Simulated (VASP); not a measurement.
Data:

```
CELL_PARAMETERS angstrom
      3.49863     0.00000     0.00000
     -1.74931     3.02990     0.00000
      0.00000     0.00000     5.65023
ATOMIC_POSITIONS crystal
  In 0.33333 0.66667 0.99800
  In 0.66667 0.33333 0.49800
  N  0.33333 0.66667 0.37700
  N  0.66667 0.33333 0.87700
```

Calculation: PBEsol GGA, VASP's PBE PAW potentials (set 64) (plane waves; VASP 6.6.1). Numerical set-up: 620 eV cut-off, 10×10×6 Γ-centred mesh, first-order Methfessel-Paxton smearing of 0.10 eV, potentials In_d N.

Unless said otherwise, spin-orbit coupling is left out, though it shifts the bands of the heavy elements here.

Question: What does the run give for the energy per atom (σ→0), pressure, band gap (on the k-mesh) with the smallest direct gap where there is one?

Answer: 
```yaml
band gap (on the k-mesh): none (metal, semimetal or under 0.01 eV)
energy per atom (σ→0): -5.783 eV/atom
pressure: 4.94 GPa
```

The structure was generated: InN was put into the wurtzite type (P6_3mc), which need not be its known phase. It was relaxed first under an external pressure of 5 GPa.
